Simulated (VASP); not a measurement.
Wanted: the native input for a VASP 6.6.1 run.

```
Task                   : relaxation of cell and atoms
Functional             : RPBE
Dispersion             : D3(BJ)
Potentials or basis    : VASP PAW PBE potentials, release 64 (Zn, O)
Cutoff                 : 600 eV
k mesh                 : 9 × 9 × 5
Occupations            : fermi-dirac, width 0.05 eV
Spin                   : no spin polarisation
Dipole correction      : no
Further INCAR settings : ALGO = Normal; EDIFF = 1e-06; IBRION = 2; EDIFFG = -0.01; NSW = 60; ISIF = 3
```

The structure of ZnO (zincite) lies in POSCAR:

```
ZnO
1.0
    3.2493080000      0.0000000000      0.0000000000
   -1.6246540000      2.8139832727      0.0000000000
    0.0000000000      0.0000000000      5.2057090000
Zn O
2 2
Direct
    0.6666666667      0.3333333333      0.0000000000
    0.3333333333      0.6666666667      0.5000000000
    0.3333333333      0.6666666667      0.8790100000
    0.6666666667      0.3333333333      0.3790100000
```

These files were run (other wordings do the same):

INCAR

```
SYSTEM = ZnO
PREC     = Accurate       ! precision mode
ENCUT    = 600            ! plane-wave cutoff, eV
EDIFF    = 1E-6           ! SCF threshold, eV
ISMEAR   = -1             ! smearing method
SIGMA    = 0.05           ! smearing width, eV
LREAL    = .False.        ! projectors in reciprocal space
LASPH    = .True.         ! aspherical terms in the spheres
NELM     = 100            ! most SCF steps
ALGO     = Normal         ! electronic algorithm
ISIF     = 3              ! what is computed and relaxed
LWAVE    = .False.        ! write WAVECAR
LCHARG   = .False.        ! write CHGCAR
GGA      = RP             ! functional
IVDW     = 12             ! dispersion correction
IBRION   = 2              ! ionic algorithm
NSW      = 60             ! ionic steps
EDIFFG   = -0.01          ! ionic threshold
```

KPOINTS

```
Automatic mesh
0
Gamma
  9 9 5
  0 0 0
```

Potentials or basis: VASP PAW PBE potentials, release 64 (Zn, O).

The run is started by

```console
$ cat potpaw_PBE.64/Zn/POTCAR potpaw_PBE.64/O/POTCAR > POTCAR
$ mpirun -np 1 vasp_std > vasp.out
```

Results of the run:

* Relaxed volume: 11.49 Å³/atom
* Relaxed cell: a = 3.214 Å, b = 3.214 Å, c = 5.139 Å, α = 90.00°, β = 90.00°, γ = 120.00°
* Space group after relaxing (to 0.05 Å): P6_3mc (No. 186)
* Energy gained by relaxing: 6.4 meV/atom
* Ionic steps: 9
* Pressure after relaxing: 0.1 GPa
* Largest force after relaxing: 0.003 eV/Å
* Band gap on the k mesh: 0.93 eV, direct
* Dispersion energy per atom: -0.877 eV

Caveat: the PAW data sets were made with another functional, which shifts forces and pressure a little.

Run time: 3.7 min on 1 thread of AMD EPYC 7R13 Processor (Zen 3) (shared host), peak memory 0.18 GiB.
